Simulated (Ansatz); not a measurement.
Input of an Ansatz 0.2.0 run:

input.yaml

```yaml
crystal:
  lattice:
    - [0.0, 2.211323, 2.211323]
    - [2.211323, 0.0, 2.211323]
    - [2.211323, 2.211323, 0.0]
  atoms:
    - { symbol: Ta, position: [0.5, 0.5, 0.5] }
    - { symbol: "N", position: [0.0, 0.0, 0.0] }
hamiltonian:
  xc: blyp
  pseudopotentials: { kind: paw }
kpoints:
  mp_grid: { grid: [10, 10, 10] }
  band_path:
    path:
      - [[0.0, 0.0, 0.0], [0.5, 0.0, 0.5], [0.5, 0.25, 0.75], [0.375, 0.375, 0.75], [0.0, 0.0, 0.0], [0.5, 0.5, 0.5], [0.625, 0.25, 0.625], [0.5, 0.25, 0.75], [0.5, 0.5, 0.5], [0.375, 0.375, 0.75]]
      - [[0.625, 0.25, 0.625], [0.5, 0.0, 0.5]]
    npoints: 14
scf:
  occupations: { method: fermi_dirac, width: 0.05 }
  n_extra_bands: 6
output:
  forces: true
  stress: true
  eigenvalues: true
  fatbands: false
```

Potentials or basis: Ansatz PAW.

Run with:

```bash
$ ansatz run input.yaml --threads 2 --pin off --max-ram 5632MiB --backend cpu --events-out ev --progress --plain --runs-dir out
```

Task: Estimate the pressure.

Result: 10.3 GPa.

Task: What does it give for the band gap on the k mesh?

Result: None (metal or under the smearing width).

Levels at the corners of the path, in eV from the Fermi level:
| point | band 7 | band 8 | band 9 | band 10 | band 11 | band 12 |
| --- | --- | --- | --- | --- | --- | --- |
| Γ | -3.81 | -3.81 | -2.06 | -2.06 | -2.06 | 0.05 |
| X | -5.23 | -4.60 | -4.60 | 2.00 | 3.29 | 3.29 |
| W | -6.63 | -6.63 | -0.21 | -0.21 | 3.30 | 3.84 |
| K | -6.66 | -6.10 | -2.15 | 2.31 | 2.37 | 4.35 |
| Γ | -3.81 | -3.81 | -2.06 | -2.06 | -2.06 | 0.05 |
| L | -7.46 | -7.46 | 1.73 | 1.73 | 1.85 | 4.12 |
| U | -6.66 | -6.10 | -2.15 | 2.31 | 2.37 | 4.35 |
| W | -6.63 | -6.63 | -0.21 | -0.21 | 3.30 | 3.84 |
| L | -7.46 | -7.46 | 1.73 | 1.73 | 1.85 | 4.12 |
| K | -6.66 | -6.10 | -2.15 | 2.31 | 2.37 | 4.35 |
| U | -6.66 | -6.10 | -2.15 | 2.31 | 2.37 | 4.35 |
| X | -5.23 | -4.60 | -4.60 | 2.00 | 3.29 | 3.29 |

Caveat: the pressure holds a Pulay correction of +0.6 GPa for the finite cutoff; spin-orbit coupling is left out, which moves the levels of the heavy elements; the PAW data sets come from PBE, with cores solved anew for the run's functional, which leaves a small shift of forces and pressure.
